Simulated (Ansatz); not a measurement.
BP:

```
P B
1.0
     0.00000    2.26900    2.26900
     2.26900    0.00000    2.26900
     2.26900    2.26900    0.00000
P B
1 1
Direct
  0.75000 0.75000 0.75000
  0.00000 0.00000 0.00000
```

Base run:

- Program: Ansatz 0.2.0
- Functional: BLYP
- Potentials or basis: Ansatz PAW
- Cutoff: 420 eV
- Density cutoff: 1680 eV
- k mesh: 10 × 10 × 10
- Occupations: fermi-dirac, width 0.05 eV
- Spin: no spin polarisation

Its results: band gap on the k mesh 1.51 eV, indirect (least direct gap 3.55 eV); pressure 6.0 GPa.

The run is repeated on the same cell with these changes: functional from BLYP to exchange-only PBE. What comes out?

Band gap on the k mesh 1.52 eV, indirect (least direct gap 3.53 eV); pressure 16.3 GPa.

Caveats: the potentials were made for another functional, which shifts forces and pressure; the PAW data sets come from PBE, with cores solved anew for the run's functional, which leaves a small shift of forces and pressure; so large a pressure means that the cell lies far from this level's equilibrium, or that cutoff or potentials fall short (some runs).

Not every run made on this cell is shown here.
